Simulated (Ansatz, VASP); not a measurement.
# Mn: VASP beside Ansatz

```
Mn
1.0
     2.48365    0.00000    0.00000
    -1.24182    2.15090    0.00000
     0.00000    0.00000    4.02620
Mn
2
Direct
  0.33333 0.66667 0.25000
  0.66667 0.33333 0.75000
```

This isn't the form of Mn at room conditions, which is a 58-atom cubic cell.

Alike in both runs: task single point; functional PBE; k mesh 12 × 12 × 7; occupations fermi-dirac, width 0.05 eV; collinear spin.

|  | VASP | Ansatz |
| --- | --- | --- |
| version | VASP 6.6.1 | Ansatz 0.2.0 |
| potentials or method | VASP PAW PBE potentials, release 64 (Mn_pv) | Ansatz PAW |
| plane-wave cutoff (eV) | 520 | 420 |
| valence electrons in the cell | 26 | 30 |

Ansatz gave:

| Item | Value |
| --- | --- |
| gap on the k mesh at the Fermi level (eV) | none |
| pressure (GPa) | -0.7 |
| largest component of the traceless stress (GPa) | 0.05 |
| net moment per atom (μB) | 0.00 |
| size of the moment on the site where the two differ most (μB) | 0.29 |

Q: What did VASP give for the same quantities?

A: gap on the k mesh at the Fermi level (eV): none; pressure (GPa): -0.5; largest component of the traceless stress (GPa): 0.06; net moment per atom (μB): 0.00; size of the moment on the site where the two differ most (μB): 0.38.

Site moments also hang on the region over which each program counts them. A gap of «none» marks a metal or a gap that the smearing closes. The two sets of potentials don't hold the same shells in valence.

Caveats: the moment fell far below its start of 4 μB, so a state of higher moment may lie lower in energy.
